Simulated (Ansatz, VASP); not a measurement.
**One calculation of GaSb, two programs**

```
Sb Ga
1.0
     0.00000    3.05900    3.05900
     3.05900    0.00000    3.05900
     3.05900    3.05900    0.00000
Sb Ga
1 1
Direct
  0.75000 0.75000 0.75000
  0.00000 0.00000 0.00000
```

Alike in both runs: task relaxation of cell and atoms; functional PBE; k mesh 8 × 8 × 8; occupations fermi-dirac, width 0.05 eV; no spin polarisation.

```csv
,VASP,Ansatz
version,VASP 6.6.1,Ansatz 0.2.0
potentials or method,"VASP PAW PBE potentials, release 64 (Sb, Ga)",Ansatz PAW
plane-wave cutoff (eV),580,420
valence electrons in the cell,8,28
```

```tsv
	VASP	Ansatz	Ansatz less VASP
relaxed volume (Å³/atom)	30.13	30.00	-0.130
relaxed cell length with the largest relative difference (Å)	4.401	4.394	-0.0063
energy change over the relaxation (meV/atom)	-12	-10	+2.1
```

The two sets of potentials don't hold the same shells in valence.

Caveats: this crystal is a semiconductor, whose small gap the functional closes, so the metal is an error of the method (VASP); the plane-wave basis is chosen anew once the cell has moved, so the energies of steps on either side of that aren't comparable (Ansatz). Zero-point motion and thermal expansion aren't in these numbers. Spin-orbit coupling is left out, which matters for the levels of Sb.
